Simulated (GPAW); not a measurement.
Input of a GPAW 26.7.0 run:

run.py

```python
from ase.dft.bandgap import bandgap
from ase.io import read, write
from ase.units import GPa
from gpaw import GPAW, PW

atoms = read('Ti.xyz')

calc = GPAW(mode=PW(600),
            xc='PBE',
            kpts={'size': (11, 11, 11), 'gamma': True},
            occupations={'name': 'fermi-dirac', 'width': 0.05},
            nbands=14,
            convergence={'density': 1e-05, 'energy': 1e-05},
            maxiter=150,
            txt='gpaw.txt')
atoms.calc = calc
energy = atoms.get_potential_energy()
forces = atoms.get_forces()
stress = atoms.get_stress()
calc.write('gs.gpw')
write('result.traj', atoms)
print(f'Energy: {energy:.6f} eV')
print('Forces (eV/A):')
print(forces.round(4))
print('Stress (GPa):', (stress / GPa).round(3))
print('Fermi level:', round(calc.get_fermi_level(), 4), 'eV')
print(f'Gap: {bandgap(calc)[0]:.4f} eV, direct: {bandgap(calc, direct=True)[0]:.4f} eV')
```

File Ti.xyz:

```xyz
1
Lattice="0.0217680000 1.9986910000 2.0313150000 2.0064570000 0.0029940000 2.0500890000 2.0395050000 2.0505140000 -0.0300550000" Properties=species:S:1:pos:R:3 pbc="T T T"
Ti     0.0208233753     -0.0177152235     -0.0242191016
```

Potentials or basis: GPAW PAW data sets (gpaw-data 1.2.1), pw.

Run with:

```sh
$ OMP_NUM_THREADS=1 python run.py
```

**Question.** What does it give for the band gap on the k mesh?

**Answer.** None (metal or under the smearing width).

**Question.** What does it give for the pressure?

**Answer.** 3.8 GPa.

Stress tensor (GPa, compression positive):
```
 4.34 -1.87  0.20
-1.87  4.10  1.54
 0.20  1.54  2.92
```
